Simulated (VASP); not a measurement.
# Bi (P6_3/mmc) in VASP: further runs

Aim: see how the results for Bi move with the level of theory and the settings. Levels: PBEsol, PBE, r2SCAN. Tasks: electric field gradients.

Program: VASP 6.6.1. These are calculated values, not measurements. Logs are shortened: lines on timing, memory, paths and dates and some standing lists are left out, and cuts for length are marked.

### Step 1. The crystal as given

Symmetry: P6_3/mmc, No. 194, hexagonal system. Conventional cell: a = 4.539 Å, b = 4.539 Å, c = 11.829 Å, α = 90.00°, β = 90.00°, γ = 120.00°.

This isn't the form of Bi at room conditions, which is rhombohedral.

### Step 2. Electric field gradients, PBEsol (volume scaled by 0.96)

INCAR

```
SYSTEM = Bi
ALGO = Fast
EDIFF = 1E-8
ENCUT = 520
GGA = PS
ISIF = 2
ISMEAR = -1
LASPH = .TRUE.
LCHARG = .FALSE.
LEFG = .TRUE.
LREAL = .FALSE.
LWAVE = .FALSE.
NBANDS = 22
NELM = 100
PREC = Accurate
SIGMA = 0.08
```

KPOINTS

```
k-points
0
G
  9 9 3
  0 0 0
```

POSCAR

```
Bi
1.0
    4.4776549378      0.0000000000      0.0000000000
   -2.2388274690      3.8777629256      0.0000000000
    0.0000000000      0.0000000000     11.6691290509
Bi
2
Direct
    0.3333333333      0.6666666667      0.2500000000
    0.6666666667      0.3333333333      0.7500000000
```

Potentials or basis: VASP PAW PBE potentials, release 64 (Bi_d).

Run with:

```
> cat potpaw_PBE.64/Bi_d/POTCAR > POTCAR
> mpirun -np 1 vasp_std > vasp.out
```

OUTCAR:

```text
SYSTEM = Bi
   EDIFF = 1E-8
   ENCUT = 520
   GGA = PS
   ISIF = 2
   ISMEAR = -1
   LASPH = .TRUE.
   LREAL = .FALSE.
   NELM = 100
   PREC = Accurate

 ion  position               nearest neighbor table
   1  0.333  0.667  0.250-
   2  0.667  0.333  0.750-

  LATTYP: Found a hexagonal cell.
 ALAT       =     4.4776549378
 C/A-ratio  =     2.6060804624

  Lattice vectors:

 A1 = (   4.4776549378,   0.0000000000,   0.0000000000)
 A2 = (  -2.2388274690,   3.8777629256,   0.0000000000)
 A3 = (   0.0000000000,   0.0000000000,  11.6691290509)

Analysis of symmetry for initial positions (statically):
=====================================================================
 Subroutine PRICEL returns:
 Original cell was already a primitive cell.

 Routine SETGRP: Setting up the symmetry group for a
 hexagonal supercell.

 Subroutine GETGRP returns: Found 24 space group operations
 (whereof 12 operations were pure point group operations)
 out of a pool of 24 trial point group operations.

The static configuration has the point symmetry D_3d.
 The point group associated with its full space group is D_6h.

Analysis of symmetry for dynamics (positions and initial velocities):
=====================================================================
 Subroutine PRICEL returns:
 Original cell was already a primitive cell.

 Routine SETGRP: Setting up the symmetry group for a
 hexagonal supercell.

 Subroutine GETGRP returns: Found 24 space group operations
 (whereof 12 operations were pure point group operations)
 out of a pool of 24 trial point group operations.

The dynamic configuration has the point symmetry D_3d.
 The point group associated with its full space group is D_6h.

 Subroutine INISYM returns: Found 24 space group operations
 (whereof 12 operations are pure point group operations),
 and found     1 'primitive' translations

----------------------------------------------------------------------------------------

                                     Primitive cell

  volume of cell :     202.6144

  direct lattice vectors                    reciprocal lattice vectors
     4.477654938  0.000000000  0.000000000     0.223331189  0.128940322  0.000000000
    -2.238827469  3.877762926  0.000000000     0.000000000  0.257880644  0.000000000
     0.000000000  0.000000000 11.669129051     0.000000000  0.000000000  0.085696199

  length of vectors
     4.477654938  4.477654938 11.669129051     0.257880644  0.257880644  0.085696199

  position of ions in fractional coordinates (direct lattice)
     0.333333333  0.666666667  0.250000000
     0.666666667  0.333333333  0.750000000

  ion indices of the primitive-cell ions
   primitive index   ion index
                 1           1
                 2           2

----------------------------------------------------------------------------------------

 KPOINTS: k-points

Automatic generation of k-mesh.
 Grid dimensions read from file:
 generate k-points for:    9    9    3

 Generating k-lattice:

  Cartesian coordinates                     Fractional coordinates (reciprocal lattice)
     0.024814577  0.014326702  0.000000000     0.111111111  0.000000000  0.000000000
     0.000000000  0.028653405  0.000000000     0.000000000  0.111111111  0.000000000
     0.000000000  0.000000000  0.028565400     0.000000000  0.000000000  0.333333333

  Length of vectors
     0.028653405  0.028653405  0.028565400

  Shift w.r.t. Gamma in fractional coordinates (k-lattice)
     0.000000000  0.000000000  0.000000000

 Subroutine IBZKPT returns following result:
 ===========================================

 Found     24 irreducible k-points:

 Following reciprocal coordinates:
            Coordinates               Weight
  0.000000  0.000000  0.000000      1.000000
  0.111111  0.000000  0.000000      6.000000
  0.222222  0.000000  0.000000      6.000000
  0.333333  0.000000  0.000000      6.000000
  0.444444  0.000000  0.000000      6.000000
  0.111111  0.111111  0.000000      6.000000
[... 16 lines left out ...]
  0.333333  0.222222  0.333333     24.000000
  0.333333  0.333333  0.333333      4.000000
   k-points           NKPTS =     24   k-points in BZ     NKDIM =     24   number of bands    NBANDS=     22
   number of dos      NEDOS =    301   number of ions     NIONS =      2
   total plane-waves  NPLWV = 116640
   dimension x,y,z NGX =    36 NGY =   36 NGZ =   90
   dimension x,y,z NGXF=    72 NGYF=   72 NGZF=  180
   ions per type =               2
   NGX,Y,Z   is equivalent  to a cutoff of  13.37, 13.37, 12.82 a.u.
   NGXF,Y,Z  is equivalent  to a cutoff of  26.73, 26.73, 25.64 a.u.
 SYSTEM =  Bi
   PREC   = accura    normal or accurate (medium, high low for compatibility)
   ISTART =      0    job   : 0-new  1-cont  2-samecut
   ICHARG =      2    charge: 1-file 2-atom 10-const
   ISPIN  =      1    spin polarized calculation?
   LNONCOLLINEAR =      F non collinear calculations
   LSORBIT =      F    spin-orbit coupling
   LASPH  =      T    aspherical Exc in radial PAW
   ENCUT  =  520.0 eV  38.22 Ry    6.18 a.u.   8.33  8.33 21.70*2*pi/ulx,y,z
   NELM   =    100;   NELMIN=  2; NELMDL= -5     # of ELM steps
   EDIFF  = 0.1E-07   stopping-criterion for ELM
   LREAL  =      F    real-space projection
   EDIFFG = 0.1E-06   stopping-criterion for IOM
   NSW    =      0    number of steps for IOM
   IBRION =     -1    ionic relax: 0-MD 1-quasi-New 2-CG
   NFREE  =      0    steps in history (QN), initial steepest desc. (CG)
   ISIF   =      2    stress and relaxation
   ISYM   =      2    0-nonsym 1-usesym 2-fastsym
   POTIM  = 0.5000    time-step for ionic-motion
   TEBEG  =    0.0;   TEEND  =   0.0 temperature during run
   PSTRESS=    0.0 pullay stress
   NELECT =      30.0000    total number of electrons
   NUPDOWN=      -1.0000    fix difference up-down
   EMIN   =  10.00;   EMAX   =-10.00  energy-range for DOS
   EFERMI =   0.00;   METHOD = LEGACY
   ISMEAR =    -1;   SIGMA  =   0.08  broadening in eV -4-tet -1-fermi 0-gaus
   EFERMI_NEDOS =   21; number of points for ismear=-14 and -15
   IALGO  =     68    algorithm
   IMIX   =      4    mixing-type and parameters
     AMIX     =   0.40;   BMIX     =  1.00
     AMIX_MAG =   1.60;   BMIX_MAG =  1.00
  volume/ion in A,a.u.               =     101.31       683.65
  Fermi-wavevector in a.u.,A,eV,Ry     =   0.866081  1.636656 10.205678  0.750096
  Thomas-Fermi vector in A             =   1.984418
   LORBIT       =      0    0 simple, 1 ext, 2 COOP (PROOUT), +10 PAW based schemes
   GGA     = PS    functional components
   LHFCALC =     F    Hartree Fock is set to
   AEXX    =    0.0000 exact exchange contribution
   IVDW    =     0    specifies the selected vdW correction
   LEPSILON=     F    determine dielectric tensor
   LRPA    =     F    only Hartree local field effects (RPA)
 non-spin polarized calculation
 RMM-DIIS sequential band-by-band and
  energy-cutoff  :      520.00
  volume of cell :      202.61
 maximum number of plane-waves:      5485
 NGX is ok and might be reduce to    36

 number of electron      30.0000005 magnetization

 Free energy of the ion-electron system (eV)
  ---------------------------------------------------
  ext. energy  EPLUGINS =         0.00000000
  ---------------------------------------------------
  free energy    TOTEN  =        -3.63398808 eV

  energy without entropy =       -3.49026982  energy(sigma->0) =       -3.56212895

 E-fermi :  -0.9909     XC(G=0):  -5.5554

 val. band max:       -1.0169030030   @ k =   0.2222   0.2222   0.3333
 cond. band min:      -0.9875980632   @ k =   0.3333   0.1111   0.3333
 fundamental gap:      0.0293049398
 Fermi energy:        -0.9909201312

 k-point     1 :       0.0000    0.0000    0.0000
  band No.  band energies     occupation
      1     -23.7661      2.00000
      2     -23.7661      2.00000
      3     -23.7661      2.00000
      4     -23.7661      2.00000
      5     -23.7586      2.00000
      6     -23.7585      2.00000
[... 14 lines left out ...]
     21       4.7435      0.00000
     22       4.9879      0.00000

 k-point     2 :       0.1111    0.0000    0.0000
  band No.  band energies     occupation
      1     -23.7661      2.00000
      2     -23.7661      2.00000
      3     -23.7651      2.00000
      4     -23.7651      2.00000
      5     -23.7580      2.00000
      6     -23.7580      2.00000
[... 14 lines left out ...]
     21       4.9384      0.00000
     22       5.1886      0.00000

 k-point     3 :       0.2222    0.0000    0.0000
  band No.  band energies     occupation
      1     -23.7663      2.00000
      2     -23.7662      2.00000
      3     -23.7625      2.00000
      4     -23.7625      2.00000
      5     -23.7585      2.00000
      6     -23.7585      2.00000
[... 14 lines left out ...]
     21       4.8518      0.00000
     22       5.3888      0.00000

 k-point     4 :       0.3333    0.0000    0.0000
  band No.  band energies     occupation
      1     -23.7666      2.00000
      2     -23.7666      2.00000
      3     -23.7596      2.00000
      4     -23.7596      2.00000
      5     -23.7595      2.00000
      6     -23.7595      2.00000
[... 14 lines left out ...]
     21       4.5319      0.00000
     22       5.0407      0.00000

 k-point     5 :       0.4444    0.0000    0.0000
  band No.  band energies     occupation
      1     -23.7669      2.00000
      2     -23.7669      2.00000
      3     -23.7601      2.00000
      4     -23.7601      2.00000
      5     -23.7581      2.00000
      6     -23.7581      2.00000
[... 417 lines left out ...]
 k-point    22 :       0.2222    0.2222    0.3333
  band No.  band energies     occupation
      1     -23.7645      2.00000
      2     -23.7645      2.00000
      3     -23.7605      2.00000
      4     -23.7605      2.00000
      5     -23.7596      2.00000
      6     -23.7596      2.00000
[... 14 lines left out ...]
     21       5.5253      0.00000
     22       5.8477      0.00000

 k-point    23 :       0.3333    0.2222    0.3333
  band No.  band energies     occupation
      1     -23.7637      2.00000
      2     -23.7637      2.00000
      3     -23.7598      2.00000
      4     -23.7598      2.00000
      5     -23.7595      2.00000
      6     -23.7595      2.00000
[... 14 lines left out ...]
     21       5.1787      0.00000
     22       5.6142      0.00000

 k-point    24 :       0.3333    0.3333    0.3333
  band No.  band energies     occupation
      1     -23.7612      2.00000
      2     -23.7612      2.00000
      3     -23.7612      2.00000
      4     -23.7612      2.00000
      5     -23.7594      2.00000
      6     -23.7594      2.00000
[... 14 lines left out ...]
     21       4.5802      0.00000
     22       5.0974      0.00000

------------------------ aborting loop because EDIFF is reached ----------------------------------------

  FORCE on cell =-STRESS in cart. coord.  units (eV):
  Direction    XX          YY          ZZ          XY          YZ          ZX
  --------------------------------------------------------------------------------------
  -------------------------------------------------------------------------------------
  Total       -6.7694461     -6.7694461     -0.5655996      0.0000000     -0.0000000      0.0000000
  in kB      -53.5295261    -53.5295261     -4.4724901      0.0000000     -0.0000000      0.0000000
  external PRESSURE =     -37.1771807 kB  Pullay stress =       0.0000000 kB

 VOLUME and BASIS-vectors are now :
 -----------------------------------------------------------------------------
  energy-cutoff  :      520.00
  volume of cell :      202.61
      direct lattice vectors                 reciprocal lattice vectors
     4.477654938  0.000000000  0.000000000     0.223331189  0.128940322  0.000000000
    -2.238827469  3.877762926  0.000000000     0.000000000  0.257880644  0.000000000
     0.000000000  0.000000000 11.669129051     0.000000000  0.000000000  0.085696199

 POSITION                                       TOTAL-FORCE (eV/Angst)
 -----------------------------------------------------------------------------------
     -0.00000      2.58518      2.91728        -0.000000     -0.000000      0.000000
      2.23883      1.29259      8.75185         0.000000      0.000000      0.000000
 -----------------------------------------------------------------------------------
    total drift:                               -0.000000      0.000000      0.000000

  FREE ENERGIE OF THE ION-ELECTRON SYSTEM (eV)
  ---------------------------------------------------
  free  energy   TOTEN  =        -3.6339880831 eV

  energy  without entropy=       -3.4902698188  energy(sigma->0) =       -3.56212895

 Electric field gradients (V/A^2)
---------------------------------------------------------------------
 ion       V_xx      V_yy      V_zz      V_xy      V_xz      V_yz
---------------------------------------------------------------------
   1     107.473   107.475  -214.948     0.002     0.000    -0.000
   2     107.473   107.475  -214.948     0.002    -0.000     0.000
---------------------------------------------------------------------

 Electric field gradients after diagonalization (V/A^2)
 (convention: |V_zz| > |V_xx| > |V_yy|)
----------------------------------------------------------------------
 ion       V_xx      V_yy      V_zz     asymmetry (V_yy - V_xx)/ V_zz
----------------------------------------------------------------------
   1     107.476   107.472  -214.948       0.000
   2     107.476   107.472  -214.948       0.000
----------------------------------------------------------------------

           NMR quadrupolar parameters

 Cq : quadrupolar parameter    Cq=e*Q*V_zz/h
 eta: asymmetry parameters     (V_yy - V_xx)/ V_zz
 Q  : nuclear electric quadrupole moment in mb (millibarn)
----------------------------------------------------------------------
 ion       Cq(MHz)       eta       Q (mb)
----------------------------------------------------------------------
   1      -0.520       0.000       1.000
   2      -0.520       0.000       1.000
----------------------------------------------------------------------
```

It took 56 s on 1 thread of Intel Xeon 6975P-C (Granite Rapids), shared host; peak memory 0.35 GiB.

Results:

```yaml
Free_energy: -3.6340 eV
Pressure: -3.7 GPa
Band_gap_on_the_k_mesh: none (metal or under the smearing width)
```

Levels at points of the mesh, in eV from the Fermi level:
| k point | band 13 | band 14 | band 15 | band 16 | band 17 | band 18 |
| --- | --- | --- | --- | --- | --- | --- |
| (0.00, 0.00, 0.00) | -0.90 | -0.36 | 1.52 | 1.52 | 1.53 | 1.53 |

Electric field gradients, principal values (V/Å²):
| atom | Vxx | Vyy | Vzz |
| --- | --- | --- | --- |
| 1 Bi | 107.472 | 107.476 | -214.948 |
| 2 Bi | 107.472 | 107.476 | -214.948 |

Caveat: the PAW data sets were made with another functional, which shifts forces and pressure a little; spin-orbit coupling is left out, which moves the levels of the heavy elements.

(Continued in part 2 of 2.)
